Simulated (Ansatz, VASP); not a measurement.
# SrO in VASP and in Ansatz

Contents of INCAR:

```
SYSTEM = SrO
  PREC = Accurate
  ENCUT = 520
  EDIFF = 1E-6
  ISMEAR = 0
  SIGMA = 0.05
  LREAL = .False.
  LASPH = .True.
  NELM = 100
  ALGO = Normal
  ISIF = 2
  LWAVE = .False.
  LCHARG = .False.
  GGA = PE
  NBANDS = 15
```

Contents of KPOINTS:

```
regular mesh
0
Gamma
  8 8 8
  0 0 0
```

The input POSCAR:

```
SrO
1.0
    0.0000000000      2.5973917585      2.5973917585
    2.5973917585      0.0000000000      2.5973917585
    2.5973917585      2.5973917585      0.0000000000
Sr O
1 1
Direct
    0.0000000000      0.0000000000      0.0000000000
    0.4863881377      0.5000000000      0.5000000000
```

Input for Ansatz:

```yaml
crystal:
  lattice:
    - [0.0, 2.5973917585, 2.5973917585]
    - [2.5973917585, 0.0, 2.5973917585]
    - [2.5973917585, 2.5973917585, 0.0]
  atoms:
    - { symbol: Sr, position: [0.0, 0.0, 0.0] }
    - { symbol: O, position: [0.4863881377, 0.5, 0.5] }
basis:
  ecutwfc: 420
kpoints:
  mp_grid: { grid: [8, 8, 8] }
hamiltonian:
  xc: pbe
scf:
  occupations: { method: gaussian, width: 0.05 }
output:
  forces: true
  stress: true
  eigenvalues: true
```

Change from the starting cell: all O atoms moved +0.050 Å, as atom 2 towards its neighbour atom 2 (O) at 3.673 Å.

Alike in both runs: task single point; functional PBE; k mesh 8 × 8 × 8; occupations gaussian, width 0.05 eV; no spin polarisation.

```csv
,VASP,Ansatz
version,VASP 6.6.1,Ansatz 0.2.0
potentials or method,"VASP PAW PBE potentials, release 64 (Sr_sv, O)","scalar-relativistic, plane waves, PAW"
plane-wave cutoff (eV),520,420
valence electrons in the cell,16,16
```

VASP gave:

| Item | Value |
| --- | --- |
| gap on the k mesh at the Fermi level (eV) | 3.30 |
| least direct gap on the mesh (eV) | 3.40 |
| pressure (GPa) | 0.6 |
| largest component of the traceless stress (GPa) | 0.08 |
| rms of the force components (eV/Å) | 0.056 |

Estimate Ansatz's values.

gap on the k mesh at the Fermi level (eV): 3.34; least direct gap on the mesh (eV): 3.43; pressure (GPa): 0.1; largest component of the traceless stress (GPa): 0.08; rms of the force components (eV/Å): 0.052.

Atom by atom the forces differ by 0.004 eV/Å (rms over components).

A k mesh can miss the band edges.
